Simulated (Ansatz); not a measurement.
**Structure relaxation of In3As2**

Theory: DFT PBE, scalar-relativistic, plane waves, PAW in Ansatz. Cutoff 420 eV, Γ-centred k mesh, Gaussian smearing, no spin polarisation in the final step.

The start puts In3As2 on the anti-corundum structure type (R-3c, No. 167), with As in place of Al, In in place of O, at a guessed volume.

```
CELL_PARAMETERS angstrom
3.32915 1.92208 6.05955
-3.32915 1.92208 6.05955
0.00000 -3.84417 6.05955
ATOMIC_POSITIONS crystal
In 0.05625 0.44375 0.75000
In 0.75000 0.05625 0.44375
In 0.44375 0.75000 0.05625
In 0.94375 0.55625 0.25000
In 0.25000 0.94375 0.55625
In 0.55625 0.25000 0.94375
As 0.85218 0.85218 0.85218
As 0.64782 0.64782 0.64782
As 0.14782 0.14782 0.14782
As 0.35218 0.35218 0.35218
```

Cell and atoms relax at zero pressure; the relaxation can't lower the symmetry of the start. After a coarse first stage the cell is made exact in the group found at 0.06 Å.

Energies over the elements count from the elements' standard structures at the same level, with no empirical corrections.

Problem. What does it relax into?

Solution. It keeps R-3c (No. 167). The result has the corundum structure. Conventional cell: a = 7.363 Å, c = 18.511 Å. In has 4 As at 2.83–2.96 Å; around As lie 6 In at 2.83–2.96 Å.

```
In As
1.0
     3.68130    2.12540    6.17039
    -3.68130    2.12540    6.17039
     0.00000   -4.25080    6.17039
In As
6 4
Direct
  0.53536 0.96464 0.25000
  0.25000 0.53536 0.96464
  0.96464 0.25000 0.53536
  0.46464 0.03536 0.75000
  0.75000 0.46464 0.03536
  0.03536 0.75000 0.46464
  0.36282 0.36282 0.36282
  0.13718 0.13718 0.13718
  0.63718 0.63718 0.63718
  0.86282 0.86282 0.86282
```

Problem. What are its volume, energy, density and gap?

Solution. The volume per atom is 28.97 Å³ and the density is 5.67 g/cm³. The energy over the elements is 0.00 eV/atom and the gap on the 6×6×6 mesh is 0 eV (a metal).

The final run used a 6×6×6 mesh on its 10-atom cell and 0.10 eV smearing. The k mesh leaves about 4 meV/atom of noise in metals. Symmetry constrained the relaxation, so the result can be a saddle point.

Cost: 3 runs of about 5 core-minutes in all, on Intel Xeon Platinum 8375C (Ice Lake) (shared hosts).